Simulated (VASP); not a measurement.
A run of VASP 6.6.1 is set up as follows.

The input INCAR:

```
SYSTEM = GaP
PREC     = Accurate       ! precision mode
ENCUT    = 600            ! plane-wave cutoff, eV
EDIFF    = 1E-7           ! SCF threshold, eV
ISMEAR   = -1             ! smearing method
SIGMA    = 0.05           ! smearing width, eV
LREAL    = .FALSE.        ! projectors in reciprocal space
LASPH    = .TRUE.         ! aspherical terms in the spheres
NELM     = 80             ! most SCF steps
ALGO     = Normal         ! electronic algorithm
ISIF     = 3              ! what is computed and relaxed
LWAVE    = .FALSE.        ! write WAVECAR
LCHARG   = .FALSE.        ! write CHGCAR
GGA      = BO             ! functional
LUSE_VDW = .TRUE.       
AGGAC    = 0.0          
PARAM1   = 0.1833333333 
PARAM2   = 0.22         
IBRION   = 2              ! ionic algorithm
NSW      = 40             ! ionic steps
EDIFFG   = -0.01          ! ionic threshold
```

Contents of KPOINTS:

```
regular mesh
0
G
  8 8 8
  0 0 0
```

The input POSCAR:

```
GaP
1.0
    0.0000000000      2.7252500000      2.7252500000
    2.7252500000      0.0000000000      2.7252500000
    2.7252500000      2.7252500000      0.0000000000
Ga P
1 1
Direct
    0.0000000000      0.0000000000      0.0000000000
    0.7500000000      0.7500000000      0.7500000000
```

Potentials or basis: VASP PAW PBE potentials, release 64 (Ga_d, P).

The run is started by

```sh
$ cat potpaw_PBE.64/Ga_d/POTCAR potpaw_PBE.64/P/POTCAR > POTCAR
$ mpirun -np 1 vasp_std > vasp.out
```

Problem. Predict the relaxed cell.

Solution. a = 3.888 Å, b = 3.888 Å, c = 3.888 Å, α = 60.00°, β = 60.00°, γ = 60.00°.

Problem. What does it give for the relaxed volume?

Solution. 20.78 Å³/atom.

Problem. What does it give for the band gap on the k mesh?

Solution. 1.49 eV, direct.

The path:
```
step  energy change (eV)  largest force (eV/Å)  pressure (GPa)  volume (Å³)
   1              0.0000                0.0000            2.15        40.48
   2             -0.0054                0.0000           -0.96        42.09
   3             -0.0070                0.0000            0.01        41.55
```

Caveat: the PAW data sets were made with another functional, which shifts forces and pressure a little. Zero-point motion and thermal expansion aren't in these numbers.
